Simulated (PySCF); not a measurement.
Question: Give a PBE0-D3(BJ)/def2-SVP geometry of urea, `NC(N)=O`.

Answer: 
Z-matrix in Å and degrees, rows numbered from 1:
```
N 
C   1  1.3784
N   2  1.3790  1  113.97
O   2  1.2123  1  123.02  3  -179.96
H   1  1.0117  2  113.83  3  -168.54
H   1  1.0117  2  118.94  3   -27.42
H   3  1.0118  2  118.84  1   -28.19
H   3  1.0119  2  113.57  1  -168.42
```

The 4 heavy atoms lie in one plane (0.000 Å rms). N1 (nitrogen bound to a carbonyl carbon) has angles 118.9°, 115.3° and 113.8°, sum 348.1°, 0.22 Å off the plane of its three neighbours. Of the pairs four or more bonds apart, H6···H7 is among the closest relative to their van der Waals radii: 2.42 Å, 101 % of the sum of Bondi's values.

The calculation used PBE0-D3(BJ)/def2-SVP geometry optimisation, gas phase in PySCF 2.14.0.

Point group: C2 (every atom within 0.08 Å of its image). Not checked by PBE0-D3(BJ)/def2-SVP frequencies.

The run took 12 s of wall time on Intel Xeon 6975P-C, one thread, no GPU (shared host), and the process peaked at 0.33 GiB of memory. That covers the optimisation of the geometry.
